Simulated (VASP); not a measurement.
Set up this calculation in VASP 6.6.1, as the native input.

| Quantity | Value |
| --- | --- |
| Task | single point |
| Functional | PBE |
| Potentials or basis | VASP PAW PBE potentials, release 64 (Ti_sv, O) |
| Cutoff | 520 eV |
| k mesh | 8 × 8 × 4 |
| Occupations | gaussian, width 0.012 eV |
| Spin | no spin polarisation |
| Further INCAR settings | ALGO = Normal; EDIFF = 1e-06 |

The structure of TiO2 lies in POSCAR:

```
TiO2
1.0
    6.1535771931     -1.8834685000      0.0000000000
    6.1535771931      1.8834685000      0.0000000000
   -1.9283261078      0.0000000000      6.3289668713
Ti O
4 8
Direct
    0.9000710000      0.9000710000      0.2896020000
    0.1952860000      0.1952860000      0.2837620000
    0.0999290000      0.0999290000      0.7103980000
    0.8047140000      0.8047140000      0.7162380000
    0.3619310000      0.3619310000      0.2933970000
    0.2634885000      0.2634885000      0.6525000000
    0.8671885000      0.8671885000      0.9952910000
    0.7365115000      0.7365115000      0.3475000000
    0.9416475000      0.9416475000      0.6300210000
    0.1328115000      0.1328115000      0.0047090000
    0.6380690000      0.6380690000      0.7066030000
    0.0583525000      0.0583525000      0.3699790000
```

The cell comes from a database or a generator and needn't be the stable form of this composition.

The input as run:

INCAR

```
SYSTEM = TiO2
ALGO     = Normal         ! electronic algorithm
EDIFF    = 1E-6           ! SCF threshold, eV
ENCUT    = 520            ! plane-wave cutoff, eV
GGA      = PE             ! functional
ISIF     = 2              ! what is computed and relaxed
ISMEAR   = 0              ! smearing method
LASPH    = .TRUE.         ! aspherical terms in the spheres
LCHARG   = .FALSE.        ! write CHGCAR
LREAL    = .FALSE.        ! projectors in reciprocal space
LWAVE    = .FALSE.        ! write WAVECAR
NELM     = 80             ! most SCF steps
PREC     = Accurate       ! precision mode
SIGMA    = 0.012          ! smearing width, eV
```

KPOINTS

```
k-points
0
G
  8 8 4
  0 0 0
```

Potentials or basis: VASP PAW PBE potentials, release 64 (Ti_sv, O).

Launch:

```bash
$ cat potpaw_PBE.64/Ti_sv/POTCAR potpaw_PBE.64/O/POTCAR > POTCAR
$ mpirun -np 1 vasp_std > vasp.out
```

It gave:

```
Pressure               : -0.6 GPa
Largest force          : 0.113 eV/Å
Band gap on the k mesh : 2.73 eV, indirect (least direct gap 2.90 eV)
```

Wall time 10 min on 1 thread of Intel(R) Xeon(R) 6975P-C (Granite Rapids) (shared host), peak memory 0.63 GiB.
